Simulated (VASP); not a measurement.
ZrN:

```
Zr N
1.0
     0.00000    2.30000    2.30000
     2.30000    0.00000    2.30000
     2.30000    2.30000    0.00000
Zr N
1 1
Direct
  0.50000 0.50000 0.50000
  0.00000 0.00000 0.00000
```

```yaml
Program: VASP 6.6.1
Task: relaxation of cell and atoms
Functional: LDA
Potentials_or_basis: VASP PAW LDA potentials, release 64 (Zr_sv, N)
Cutoff: 600 eV
k_mesh: 14 × 14 × 14
Occupations: methfessel-paxton, width 0.1 eV
Spin: no spin polarisation
```

At the start: pressure -12.0 GPa; volume 12.17 Å³/atom.

Task: How do energy, volume and symmetry change on relaxing?

Result: Over 4 steps the energy falls by 21.8 meV/atom and the volume is 11.61 Å³/atom (-4.6 %); space group Fm-3m (No. 225, to 0.05 Å).

The path:
```csv
step,energy change (eV),largest force (eV/Å),pressure (GPa),volume (Å³)
1,0.0000,0.0000,-11.99,24.33
2,0.1254,0.0000,29.97,21.27
3,-0.0435,0.0000,-0.37,23.25
4,-0.0436,0.0000,-0.05,23.22
```

Final structure:
```
Zr N
1.0
     0.00000    2.26438    2.26438
     2.26438    0.00000    2.26438
     2.26438    2.26438    0.00000
Zr N
1 1
Direct
  0.50000 0.50000 0.50000
  0.00000 0.00000 0.00000
```
